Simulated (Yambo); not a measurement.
Input of a Yambo 5.3.0 run:

File bse2.in:

```
optics
bse
bss
rim_cut
em1s
RandQpts= 1000000
RandGvec= 50 RL
Chimod= "HARTREE"
% BndsRnXs
 1 | 34 |
%
NGsBlkXs= 5 Ry
% LongDrXs
 1 | 0 | 0 |
%
BSKmod= "SEX"
BSEmod= "retarded"
BSSmod= "d"
% BSEQptR
 1 | 1 |
%
% BSEBands
 8 | 11 |
%
BSENGexx= 20 Ry
BSENGBlk= 5 Ry
% BEnRange
 0 | 20 | eV
%
% BDmRange
 0.1 | 0.1 | eV
%
BEnSteps= 200
% BLongDir
 1 | 0 | 0 |
%
BSEprop= "abs"
WRbsWF
% KfnQP_E
 0.39 | 1.0 | 1.0 |
%
```

scf.in

```
&CONTROL
  calculation = 'scf'
  prefix = 'pwscf'
  outdir = './tmp'
  pseudo_dir = './pseudo'
/
&SYSTEM
  ibrav = 0
  nat = 2
  ntyp = 2
  ecutwfc = 70
  nbnd = 15
  occupations = 'smearing'
  smearing = 'fd'
  degauss = 0.00367493
  force_symmorphic = .true.
/
&ELECTRONS
  conv_thr = 4d-10
  electron_maxstep = 120
  mixing_beta = 0.5
/
ATOMIC_SPECIES
In   114.8180 In.upf
P     30.9738 P.upf
CELL_PARAMETERS angstrom
   0.0000000000    2.9690636329    2.9690636329
   2.9690636329    0.0000000000    2.9690636329
   2.9690636329    2.9690636329    0.0000000000
ATOMIC_POSITIONS crystal
In     0.0000000000    0.0000000000    0.0000000000
P      0.7500000000    0.7500000000    0.7500000000
K_POINTS automatic
8 8 8 0 0 0
```

The input nscf.in:

```
&CONTROL
  calculation = 'nscf'
  prefix = 'pwscf'
  outdir = './tmp'
  pseudo_dir = './pseudo'
/
&SYSTEM
  ibrav = 0
  nat = 2
  ntyp = 2
  ecutwfc = 70
  nbnd = 159
  occupations = 'fixed'
  force_symmorphic = .true.
/
&ELECTRONS
  conv_thr = 1d-08
  diago_full_acc = .true.
  diago_thr_init = 1d-06
/
ATOMIC_SPECIES
In   114.8180 In.upf
P     30.9738 P.upf
CELL_PARAMETERS angstrom
   0.0000000000    2.9690636329    2.9690636329
   2.9690636329    0.0000000000    2.9690636329
   2.9690636329    2.9690636329    0.0000000000
ATOMIC_POSITIONS crystal
In     0.0000000000    0.0000000000    0.0000000000
P      0.7500000000    0.7500000000    0.7500000000
K_POINTS automatic
4 4 4 0 0 0
```

Potentials or basis: PseudoDojo 0.4.1 SR PBEsol standard.

The run is started by

```bash
$ OMP_NUM_THREADS=1 pw.x -in scf.in > scf.out
$ OMP_NUM_THREADS=1 pw.x -in nscf.in > nscf.out
$ cd tmp/pwscf.save; p2y; mv SAVE ../..; cd ../..
$ OMP_NUM_THREADS=1 yambo
$ mkdir -p bse2; ln -s $PWD/g0w00/ndb.RIM bse2/
$ OMP_NUM_THREADS=1 yambo -F bse2.in -J bse2 -C bse2_out
$ OMP_NUM_THREADS=1 ypp -J bse2 -C bse2_out -e s -b 1
```

(1) What does it give for the exciton binding energy?

(2) What does it give for the lowest exciton energy?

(3) Estimate the band gap on the k mesh, mean-field level.

## Answers

(1) 0.00 eV.

(2) 0.79 eV.

(3) 0.40 eV, direct.

Caveat: the k mesh is coarse (spacing up to 0.46 Å⁻¹), so the values aren't converged; the scissor is the correction of the direct gap in an earlier G0W0 run on the same states; exciton energies and binding change strongly with the k mesh and aren't converged on this one; spectra need much finer meshes, so this one isn't converged; spin-orbit coupling is left out, which moves the levels of the heavy elements.
